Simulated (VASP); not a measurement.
VASP ran on this input.

KPOINTS:
```
kpoints
0
G
 8 8 8
```

INCAR:
```
# general
SYSTEM =LiI
PREC   =Accurate
ENCUT  =400
LREAL  =.False.
LASPH  =.True.

# electronic loop
EDIFF  =1E-6
NELM   =100
ALGO   =Normal
LMAXMIX=4

# smearing
ISMEAR =-1
SIGMA  =0.05

# functional
GGA    =PE

# ions
ISIF   =2

# output
LWAVE  =.False.
LCHARG =.False.
```

POSCAR:
```
LiI
4.2168850
  0.0000000000   0.7071067862   0.7071067862
  0.7071067862   0.0000000000   0.7071067862
  0.7071067862   0.7071067862   0.0000000000
Li I
1 1
direct
  0.0000000000   0.0000000000   0.0000000000
  0.5000000000   0.5000000000   0.5000000000
```

POTCAR, in this order: Li_sv I (PBE.64 set). Program: vasp_std.

Write an equivalent input for Quantum ESPRESSO's pw.x.

One equivalent input (not run):
```
&CONTROL
  calculation = 'scf'
  pseudo_dir = './pseudo'
  outdir = './out'
  tprnfor = .true.
  tstress = .true.
/
&SYSTEM
  ibrav = 0
  nat = 2
  ntyp = 2
  ecutwfc = 74
  occupations = 'smearing'
  smearing = 'fermi-dirac'
  degauss = 0.003675
  input_dft = 'pbe'
/
&ELECTRONS
  conv_thr = 7.3e-08
  electron_maxstep = 100
/
ATOMIC_SPECIES
  Li 6.940 Li.upf
  I 126.904 I.upf
CELL_PARAMETERS angstrom
     0.0000000    2.9817880    2.9817880
     2.9817880    0.0000000    2.9817880
     2.9817880    2.9817880    0.0000000
ATOMIC_POSITIONS crystal
  Li   0.0000000  0.0000000  0.0000000
  I    0.5000000  0.5000000  0.5000000
K_POINTS automatic
  8 8 8 0 0 0
```
Limits of the translation: the potentials are each code's own (VASP's PAW set, PseudoDojo norm-conserving files in pw.x), so ENCUT and ecutwfc are chosen apart and not converted; conv_thr bounds pw.x's estimated SCF error, while EDIFF bounds the energy change between steps.

The structure comes from a computed database's LiI entry; how it stands against other phases isn't given here. The cell was not relaxed at this level.
